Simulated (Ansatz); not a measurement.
Runs of Ansatz 0.2.0 on Re. The structure is hexagonal, space group P6_3/mmc (No. 194). The conventional cell has a = 2.766 Å, b = 2.766 Å, c = 8.939 Å, α = 90.00°, β = 90.00°, γ = 120.00°. Re (site symmetry -6m2) is surrounded by 12 Re at 2.75 to 2.77 Å. Around Re (site symmetry -3m) lie 12 Re at 2.75 to 2.77 Å. 

| task | level | cell | cutoff (eV) | points for each segment of the path | gap on the mesh (eV) | pressure (GPa) | relaxed volume (Å³/atom) | largest force (eV/Å) |
| --- | --- | --- | --- | --- | --- | --- | --- | --- |
| single point | PBE | strained by -1 % | 420 | - | none | (a) | - | (c) |
| single point | PBE | strained by -2 % | 420 | - | none | 11.9 | - | 0.11 |
| relaxation of cell and atoms | BLYP | relaxed | 420 | - | none | 0.0 | 15.53 | - |
| band structure | PBE | as given | 420 | 14 | none | 3.6 | - | - |
| relaxation of cell and atoms | r2SCAN | relaxed | 500 | - | none | 0.0 | 14.71 | - |
| relaxation of cell and atoms | revPBE | relaxed | 420 | - | none | 0.0 | (b) | - |

Alike in all rows: potentials or basis Ansatz PAW; no spin polarisation; k mesh 8 × 8 × 3; smearing fermi-dirac 0.05 eV.

Estimate the missing entries.

(a) 7.6; (b) 15.07; (c) 0.05.

Caveats: the plane-wave basis is chosen anew once the cell has moved, so the energies of steps on either side of that aren't comparable (some runs); the PAW data sets come from PBE, with cores solved anew for the run's functional, which leaves a small shift of forces and pressure (some runs); spin-orbit coupling is left out, which moves the levels of the heavy elements (some runs).

A k mesh can miss the band edges, and the runs leave out spin-orbit coupling on Re.

A gap of «none» marks a metal or a gap under the smearing width.
